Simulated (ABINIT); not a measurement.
A run of ABINIT 10.8.3 (patched build):

File run.abi:

```
# Datasets: ground state, then fixed potential
ndtset 2

# Pseudopotentials
pp_dirpath "./"
pseudos "Si.GGA_PBE-JTH.xml, C.GGA_PBE-JTH.xml"

# Structure
acell 3*1.0
rprim
     0.0000000000     4.1177132256     4.1177132256
     4.1177132256     0.0000000000     4.1177132256
     4.1177132256     4.1177132256     0.0000000000
ntypat 2
znucl 14 6
natom 2
typat 1 2
xred
     0.0000000000     0.0000000000     0.0000000000
     0.7500000000     0.7500000000     0.7500000000

# Plane-wave basis
ecut 20.0
pawecutdg 40.0

# Exchange and correlation
ixc -116133

# Bands and occupations
occopt 3
tsmear 0.05 eV

# SCF cycle
nstep 100

# Output
iomode 3
prtwf 0
prteig 0
prtebands 0
prtden1 1

# Dataset 1
kptopt1 1
ngkpt1 10 10 10
nshiftk1 1
shiftk1 0.0 0.0 0.0
nband1 8
tolvrs1 1.0e-9

# Dataset 2: bands along G-X-W-K-G-L-U-W-L-K
iscf2 -2
getden2 1
nband2 12
nbdbuf2 2
tolwfr2 1.0e-12
kptopt2 -9
ndivsm2 6
prteig2 1
kptbounds2
     0.0000000000     0.0000000000     0.0000000000
     0.5000000000     0.0000000000     0.5000000000
     0.5000000000     0.2500000000     0.7500000000
     0.3750000000     0.3750000000     0.7500000000
     0.0000000000     0.0000000000     0.0000000000
     0.5000000000     0.5000000000     0.5000000000
     0.6250000000     0.2500000000     0.6250000000
     0.5000000000     0.2500000000     0.7500000000
     0.5000000000     0.5000000000     0.5000000000
     0.3750000000     0.3750000000     0.7500000000
```

Potentials or basis: JTH PAW PBE v2.0.

Launch:

```console
$ abinit run.abi > log 2>&1
```

Hardware: 1 thread of Arm Neoverse V2, with other jobs on the host.

Q: Estimate the wall time of this run.

A: It took 25 s on 1 thread of Arm Neoverse V2, on a shared host, peak memory 0.12 GiB. Counts: scf iterations 11, k points 47, bands 8, plane waves 610.
